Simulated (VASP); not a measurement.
# BiH3 (I4/mmm) in VASP: a series of runs

One crystal, BiH3, is run at these levels: PBE, RPBE; tasks: relaxation of cell and atoms.

Program: VASP 6.6.1. These are calculated values, not measurements. Logs are shortened: lines on timing, memory, paths and dates and some standing lists are left out, and cuts for length are marked.

## Step 1: Starting point

It takes space group I4/mmm (No. 139, tetragonal). Conventional cell: a = 4.769 Å, b = 4.769 Å, c = 5.571 Å, α = 90.00°, β = 90.00°, γ = 90.00°. Bi (site symmetry 4/mmm) has 2 H at 1.84 Å as nearest neighbours. H (site symmetry 4mm) has 1 H at 0.94 Å as nearest neighbours. H (site symmetry 4/mmm) has 2 H at 0.94 Å as nearest neighbours.

The cell was built by a generator and needn't be a form met in nature.

## Step 2: Relaxation of cell and atoms, PBE

File INCAR:

```
PREC     = Accurate       # precision mode
ENCUT    = 600            # plane-wave cutoff, eV
EDIFF    = 1E-6           # SCF threshold, eV
ISMEAR   = 0              # smearing method
SIGMA    = 0.05           # smearing width, eV
LREAL    = False          # projectors in reciprocal space
LASPH    = True           # aspherical terms in the spheres
NELM     = 100            # most SCF steps
ALGO     = Fast           # electronic algorithm
ISIF     = 3              # what is computed and relaxed
LWAVE    = False          # write WAVECAR
LCHARG   = False          # write CHGCAR
GGA      = PE             # functional
IBRION   = 2              # ionic algorithm
NSW      = 60             # ionic steps
EDIFFG   = -0.02          # ionic threshold
```

File KPOINTS:

```
Automatic mesh
0
Gamma
  8 8 8
```

File POSCAR:

```
BiH3
1.0
   -2.3844778300      2.3844778300      2.7854136900
    2.3844778300     -2.3844778300      2.7854136900
    2.3844778300      2.3844778300     -2.7854136900
Bi H
1 3
Direct
    0.5000000000      0.5000000000      0.0000000000
    0.8310211500      0.8310211500      0.0000000000
    0.1689788500      0.1689788500      0.0000000000
    0.0000000000      0.0000000000      0.0000000000
```

Potentials or basis: VASP PAW PBE potentials, release 64 (Bi_d, H).

Command:

```bash
$ cat potpaw_PBE.64/Bi_d/POTCAR potpaw_PBE.64/H/POTCAR > POTCAR
$ mpirun -np 1 vasp_std > vasp.out
```

OUTCAR:

```text
PREC = Accurate
   ENCUT = 600
   EDIFF = 1E-6
   ISMEAR = 0
   LREAL = False
   LASPH = True
   NELM = 100
   ISIF = 3
   GGA = PE
   IBRION = 2
   NSW = 60
   EDIFFG = -0.02

 ion  position               nearest neighbor table
   1  0.500  0.500  0.000-   2 1.84   3 1.84
   2  0.831  0.831  0.000-   1 1.84
   3  0.169  0.169  0.000-   1 1.84
   4  0.000  0.000  0.000-

  LATTYP: Found a body centered tetragonal cell.
 ALAT       =     4.7689556600
 C/A-ratio  =     1.1681440922

  Lattice vectors:

 A1 = (  -2.3844778300,   2.3844778300,   2.7854136900)
 A2 = (   2.3844778300,  -2.3844778300,   2.7854136900)
 A3 = (   2.3844778300,   2.3844778300,  -2.7854136900)

Analysis of symmetry for initial positions (statically):
=====================================================================
 Subroutine PRICEL returns:
 Original cell was already a primitive cell.

 Routine SETGRP: Setting up the symmetry group for a
 body centered tetragonal supercell.

 Subroutine GETGRP returns: Found 16 space group operations
 (whereof 16 operations were pure point group operations)
 out of a pool of 16 trial point group operations.

The static configuration has the point symmetry D_4h.

Analysis of symmetry for dynamics (positions and initial velocities):
=====================================================================
 Subroutine PRICEL returns:
 Original cell was already a primitive cell.

 Routine SETGRP: Setting up the symmetry group for a
 body centered tetragonal supercell.

 Subroutine GETGRP returns: Found 16 space group operations
 (whereof 16 operations were pure point group operations)
 out of a pool of 16 trial point group operations.

The dynamic configuration has the point symmetry D_4h.

 Subroutine INISYM returns: Found 16 space group operations
 (whereof 16 operations are pure point group operations),
 and found     1 'primitive' translations

----------------------------------------------------------------------------------------

                                     Primitive cell

  volume of cell :      63.3485

  direct lattice vectors                    reciprocal lattice vectors
    -2.384477830  2.384477830  2.785413690     0.000000000  0.209689515  0.179506549
     2.384477830 -2.384477830  2.785413690     0.209689515  0.000000000  0.179506549
     2.384477830  2.384477830 -2.785413690     0.209689515  0.209689515  0.000000000

  length of vectors
     4.373785371  4.373785371  4.373785371     0.276029517  0.276029517  0.296545756

  position of ions in fractional coordinates (direct lattice)
     0.500000000  0.500000000  0.000000000
     0.831021150  0.831021150  0.000000000
[... 119 lines left out ...]
   NGX = 17   NGY = 17   NGZ = 17

--------------------------------------- Ionic step        1  -------------------------------------------

 number of electron      18.0000001 magnetization

 Free energy of the ion-electron system (eV)
  ---------------------------------------------------
  ext. energy  EPLUGINS =         0.00000000
  ---------------------------------------------------
  free energy    TOTEN  =       -10.95745017 eV

  energy without entropy =      -10.95547243  energy(sigma->0) =      -10.95646130

------------------------ aborting loop because EDIFF is reached ----------------------------------------

  FORCE on cell =-STRESS in cart. coord.  units (eV):
  Direction    XX          YY          ZZ          XY          YZ          ZX
  --------------------------------------------------------------------------------------
  -------------------------------------------------------------------------------------
  Total       -0.6586851     -0.6586851      5.4751784      0.0000000     -0.0000000     -0.0000000
  in kB      -16.6591227    -16.6591227    138.4753843      0.0000000     -0.0000000     -0.0000000
  external PRESSURE =      35.0523796 kB  Pullay stress =       0.0000000 kB
[... 95 lines left out ...]
  FREE ENERGIE OF THE ION-ELECTRON SYSTEM (eV)
  ---------------------------------------------------
  free  energy   TOTEN  =       -11.2256633634 eV

  energy  without entropy=      -11.2216237022  energy(sigma->0) =      -11.22364353

 E-fermi :   5.8637     XC(G=0):  -9.9725

 val. band max:        5.8537074081   @ k =   0.3750   0.1250   0.1250
 cond. band min:       5.8667815032   @ k =   0.3750   0.0000  -0.0000
 fundamental gap:      0.0130740951
 Fermi energy:         5.8636788799

 k-point     1 :       0.0000    0.0000    0.0000
  band No.  band energies     occupation
      1     -17.3053      2.00000
      2     -17.2863      2.00000
      3     -17.2632      2.00000
      4     -17.2632      2.00000
      5     -17.2361      2.00000
      6      -7.9016      2.00000
      7       0.6865      2.00000
      8       3.8081      2.00000
      9       8.1937      0.00000
     10       8.1937      0.00000
     11       9.1432      0.00000
     12      11.7480      0.00000
     13      14.0411      0.00000
[... 356 lines left out ...]
      2     -17.2735      2.00000
      3     -17.2609      2.00000
      4     -17.2493      2.00000
      5     -17.2083      2.00000
      6      -4.9090      2.00000
      7      -3.4902      2.00000
      8       4.3605      2.00000
      9       4.6887      2.00000
     10       5.0382      2.00000
     11       5.8537      1.22208
     12      13.8693      0.00000
     13      14.2600      0.00000

 [... further k-points ...]

[... ionic steps 4 to 14 ...]

--------------------------------------- Ionic step       15  -------------------------------------------

 number of electron      18.0000002 magnetization

------------------------ aborting loop because EDIFF is reached ----------------------------------------
[... 71 lines left out ...]
--------------------------------------- Ionic step       17  -------------------------------------------

 number of electron      18.0000002 magnetization

 Free energy of the ion-electron system (eV)
  ---------------------------------------------------
  ext. energy  EPLUGINS =         0.00000000
  ---------------------------------------------------
  free energy    TOTEN  =       -11.43101542 eV

  energy without entropy =      -11.42831539  energy(sigma->0) =      -11.42966541

 E-fermi :   4.6067     XC(G=0):  -9.4258

 val. band max:        4.5952937827   @ k =  -0.2500   0.2500   0.2500
 cond. band min:       4.6149699756   @ k =  -0.1250   0.3750   0.1250
 fundamental gap:      0.0196761929
 Fermi energy:         4.6067258172

 k-point     1 :       0.0000    0.0000    0.0000
  band No.  band energies     occupation
      1     -18.4716      2.00000
      2     -18.4424      2.00000
      3     -18.4424      2.00000
      4     -18.4380      2.00000
      5     -18.4177      2.00000
      6      -8.2927      2.00000
      7      -0.8322      2.00000
      8       2.4769      2.00000
      9       6.6489      0.00000
     10       6.6489      0.00000
     11       8.2650      0.00000
     12      10.9269      0.00000
     13      12.4085      0.00000
[... 399 lines left out ...]
  FREE ENERGIE OF THE ION-ELECTRON SYSTEM (eV)
  ---------------------------------------------------
  free  energy   TOTEN  =       -11.4310154248 eV

  energy  without entropy=      -11.4283153940  energy(sigma->0) =      -11.42966541

 reached required accuracy - stopping structural energy minimisation
```

OSZICAR:

```text
N       E                     dE             d eps       ncg     rms          rms(c)
DAV:   1     0.124250368178E+03    0.12425E+03   -0.96995E+03  1539   0.150E+03
DAV:   2    -0.242491409478E+01   -0.12668E+03   -0.12418E+03  1597   0.350E+02
DAV:   3    -0.116721621700E+02   -0.92472E+01   -0.91090E+01  1959   0.104E+02
DAV:   4    -0.119255012901E+02   -0.25334E+00   -0.25290E+00  1790   0.189E+01
[... 181 lines left out ...]
DAV:   1    -0.114311529012E+02   -0.20096E-03   -0.46850E-03  1854   0.885E-01    0.561E-02
RMM:   2    -0.114310528961E+02    0.10001E-03   -0.16132E-04  1550   0.179E-01    0.303E-02
RMM:   3    -0.114310137323E+02    0.39164E-04   -0.82011E-05  1534   0.117E-01    0.596E-03
RMM:   4    -0.114310152182E+02   -0.14859E-05   -0.17070E-05  1700   0.451E-02    0.980E-04
RMM:   5    -0.114310154248E+02   -0.20661E-06   -0.30824E-06  1199   0.232E-02
  17 F= -.11431015E+02 E0= -.11429665E+02  d E =-.627229E-04
```

It took 6.2 min on 1 thread of Intel Xeon Platinum 8559C (Emerald Rapids), shared host; peak memory 0.25 GiB.

What came out:

| Quantity | Value |
| --- | --- |
| Free energy | -11.4310 eV |
| Relaxed volume | 12.19 Å³/atom |
| Relaxed cell | a = 4.187 Å, b = 4.187 Å, c = 4.187 Å, α = 123.63°, β = 123.63°, γ = 83.83° |
| Space group after relaxing (to 0.05 Å) | I4/mmm (No. 139) |
| Energy gained by relaxing | 118.4 meV/atom |
| Ionic steps | 17 |
| Pressure after relaxing | 0.0 GPa |
| Largest force after relaxing | 0.003 eV/Å |
| Band gap on the k mesh | none (metal or under the smearing width) |

Forces in eV/Å, atoms in the order of the input:
```
Bi   0.000  0.000  0.000
H    0.000  0.000  0.003
H    0.000  0.000 -0.003
H    0.000  0.000  0.000
```

Stress tensor (GPa, compression positive):
```
 0.08  0.00  0.00
 0.00  0.08  0.00
 0.00  0.00 -0.07
```

The path:
```csv
step,energy change (eV),largest force (eV/Å),pressure (GPa),volume (Å³)
1,0.0000,1.3332,3.51,63.35
2,-0.2635,0.0487,-0.81,66.46
3,-0.2682,0.2441,-1.54,67.44
4,-0.2695,0.1614,-1.34,67.15
5,-0.2912,0.0692,-1.40,65.87
6,-0.3453,0.1747,-1.71,62.08
7,-0.4131,0.5725,-2.33,54.68
8,-0.4297,0.5211,-1.98,53.47
9,-0.4628,0.3304,-0.55,49.93
10,-0.4078,0.1539,4.63,43.25
11,-0.4681,0.2406,0.20,48.48
12,-0.4683,0.2162,0.42,48.10
13,-0.4708,0.1588,0.30,48.29
14,-0.4735,0.0006,-0.06,48.82
15,-0.4735,0.0082,-0.08,48.79
16,-0.4735,0.0136,-0.07,48.77
17,-0.4736,0.0030,0.03,48.75
```

Final structure:
```
CELL_PARAMETERS angstrom
-1.97769 1.97769 3.11578
1.97769 -1.97769 3.11578
1.97769 1.97769 -3.11578
ATOMIC_POSITIONS crystal
Bi 0.50000 0.50000 0.00000
H 0.84308 0.84308 0.00000
H 0.15692 0.15692 0.00000
H 0.00000 0.00000 0.00000
```

Caveat: the volume moved by over 15 % at a fixed basis, so the end points are rough; spin-orbit coupling is left out, which moves the levels of the heavy elements.

## Step 3: Relaxation of cell and atoms, RPBE

File INCAR:

```
  PREC = Accurate
  ENCUT = 600
  EDIFF = 1E-6
  ISMEAR = 0
  SIGMA = 0.05
  LREAL = False
  LASPH = True
  NELM = 60
  ALGO = Normal
  ISIF = 3
  LWAVE = False
  LCHARG = False
  GGA = RP
  IBRION = 2
  NSW = 40
  EDIFFG = -0.01
```

File KPOINTS:

```
regular mesh
0
Gamma
  8 8 8
```

POSCAR is that of step 2.

Potentials or basis: VASP PAW PBE potentials, release 64 (Bi_d, H).

Command:

```bash
$ cat potpaw_PBE.64/Bi_d/POTCAR potpaw_PBE.64/H/POTCAR > POTCAR
$ mpirun -np 1 vasp_std > vasp.out
```

OUTCAR:

```text
PREC = Accurate
   ENCUT = 600
   EDIFF = 1E-6
   ISMEAR = 0
   LREAL = False
   LASPH = True
   NELM = 60
   ISIF = 3
   GGA = RP
   IBRION = 2
   NSW = 40
   EDIFFG = -0.01

 ion  position               nearest neighbor table
   1  0.500  0.500  0.000-   2 1.84   3 1.84
   2  0.831  0.831  0.000-   1 1.84
   3  0.169  0.169  0.000-   1 1.84
   4  0.000  0.000  0.000-

  LATTYP: Found a body centered tetragonal cell.
 ALAT       =     4.7689556600
 C/A-ratio  =     1.1681440922

  Lattice vectors:

 A1 = (  -2.3844778300,   2.3844778300,   2.7854136900)
 A2 = (   2.3844778300,  -2.3844778300,   2.7854136900)
 A3 = (   2.3844778300,   2.3844778300,  -2.7854136900)

Analysis of symmetry for initial positions (statically):
=====================================================================
 Subroutine PRICEL returns:
 Original cell was already a primitive cell.

 Routine SETGRP: Setting up the symmetry group for a
 body centered tetragonal supercell.

 Subroutine GETGRP returns: Found 16 space group operations
 (whereof 16 operations were pure point group operations)
 out of a pool of 16 trial point group operations.

The static configuration has the point symmetry D_4h.

Analysis of symmetry for dynamics (positions and initial velocities):
[... 360 lines left out ...]
  ---------------------------------------------------
  ext. energy  EPLUGINS =         0.00000000
  ---------------------------------------------------
  free energy    TOTEN  =       -11.06966361 eV

  energy without entropy =      -11.06735265  energy(sigma->0) =      -11.06850813

 E-fermi :   3.8636     XC(G=0):  -8.8715

 val. band max:        3.8075521059   @ k =  -0.2500   0.2500   0.0000
 cond. band min:       3.8842697075   @ k =   0.2500   0.1250   0.0000
 fundamental gap:      0.0767176016
 Fermi energy:         3.8636171168

 k-point     1 :       0.0000    0.0000    0.0000
  band No.  band energies     occupation
      1     -19.2152      2.00000
      2     -19.2081      2.00000
      3     -19.2025      2.00000
      4     -19.2024      2.00000
      5     -19.2024      2.00000
      6      -8.5117      2.00000
      7      -1.8841      2.00000
      8       1.5467      2.00000
      9       5.7161      0.00000
     10       5.7161      0.00000
     11       8.1107      0.00000
     12      10.8390      0.00000
     13      11.5008      0.00000
[... 354 lines left out ...]
  band No.  band energies     occupation
      1     -19.2142      2.00000
      2     -19.2109      2.00000
      3     -19.1972      2.00000
      4     -19.1927      2.00000
      5     -19.1848      2.00000
      6      -6.6896      2.00000
      7      -4.5795      2.00000
      8       2.7097      2.00000
      9       3.1341      2.00000
     10       3.3922      2.00000
     11       4.2796      0.00000
     12      11.2956      0.00000
     13      11.7171      0.00000

 [... further k-points ...]

------------------------ aborting loop because EDIFF is reached ----------------------------------------

  FORCE on cell =-STRESS in cart. coord.  units (eV):
  Direction    XX          YY          ZZ          XY          YZ          ZX
  --------------------------------------------------------------------------------------
  -------------------------------------------------------------------------------------
  Total       -0.0004276     -0.0004276      0.0276876      0.0000000      0.0000000      0.0000000
  in kB       -0.0128370     -0.0128370      0.8311452      0.0000000      0.0000000      0.0000000
  external PRESSURE =       0.2684904 kB  Pullay stress =       0.0000000 kB
[... 19 lines left out ...]
  FREE ENERGIE OF THE ION-ELECTRON SYSTEM (eV)
  ---------------------------------------------------
  free  energy   TOTEN  =       -11.0696636051 eV

  energy  without entropy=      -11.0673526527  energy(sigma->0) =      -11.06850813

 reached required accuracy - stopping structural energy minimisation
```

Wall time 5.4 min (1 thread of Intel Xeon Platinum 8559C (Emerald Rapids), shared host); peak memory 0.26 GiB.

What came out:

```
Free energy                            : -11.0697 eV
Relaxed volume                         : 13.34 Å³/atom
Relaxed cell                           : a = 4.269 Å, b = 4.269 Å, c = 4.269 Å, α = 121.87°, β = 121.87°, γ = 86.80°
Space group after relaxing (to 0.05 Å) : I4/mmm (No. 139)
Energy gained by relaxing              : 99.3 meV/atom
Ionic steps                            : 18
Pressure after relaxing                : 0.0 GPa
Largest force after relaxing           : 0.006 eV/Å
Band gap on the k mesh                 : none (metal or under the smearing width)
```

Forces in eV/Å, atoms in the order of the input:
```
Bi   0.000  0.000  0.000
H    0.000  0.000 -0.006
H    0.000  0.000  0.006
H    0.000  0.000  0.000
```

The path:
| step | energy change (eV) | largest force (eV/Å) | pressure (GPa) | volume (Å³) |
| --- | --- | --- | --- | --- |
| 1 | 0.0000 | 1.4204 | 4.52 | 63.35 |
| 2 | -0.2975 | 0.0584 | 0.06 | 67.42 |
| 3 | -0.3049 | 0.0873 | -0.33 | 68.01 |
| 4 | -0.3007 | 0.3499 | -1.02 | 69.19 |
| 5 | -0.3062 | 0.1884 | -0.55 | 68.43 |
| 6 | -0.3161 | 0.0367 | -0.80 | 67.90 |
| 7 | -0.3233 | 0.1532 | -1.13 | 67.16 |
| 8 | -0.3242 | 0.2320 | -1.26 | 66.82 |
| 9 | -0.3313 | 0.2231 | -1.22 | 65.93 |
| 10 | -0.3509 | 0.1979 | -1.06 | 63.28 |
| 11 | -0.3830 | 0.1517 | -0.63 | 58.13 |
| 12 | -0.3714 | 0.0596 | 1.80 | 48.47 |
| 13 | -0.3941 | 0.1206 | -0.21 | 54.82 |
| 14 | -0.3949 | 0.1038 | 0.40 | 52.27 |
| 15 | -0.3959 | 0.1095 | 0.10 | 53.44 |
| 16 | -0.3959 | 0.1080 | 0.15 | 53.18 |
| 17 | -0.3971 | 0.0142 | 0.05 | 53.39 |
| 18 | -0.3971 | 0.0060 | 0.03 | 53.37 |

Final structure:
```cif
data_structure
_symmetry_space_group_name_H-M 'P 1'
_symmetry_Int_Tables_number 1
_cell_length_a 4.2691
_cell_length_b 4.2691
_cell_length_c 4.2691
_cell_angle_alpha 121.867
_cell_angle_beta 121.867
_cell_angle_gamma 86.796
_cell_volume 53.37
loop_
_atom_site_label
_atom_site_type_symbol
_atom_site_fract_x
_atom_site_fract_y
_atom_site_fract_z
_atom_site_occupancy
Bi1 Bi 0.50000 0.50000 0.00000 1
H1 H 0.84433 0.84433 0.00000 1
H2 H 0.15567 0.15567 0.00000 1
H3 H 0.00000 0.00000 0.00000 1
```

Caveat: the volume moved by over 15 % at a fixed basis, so the end points are rough; the PAW data sets were made with another functional, which shifts forces and pressure a little; spin-orbit coupling is left out, which moves the levels of the heavy elements.
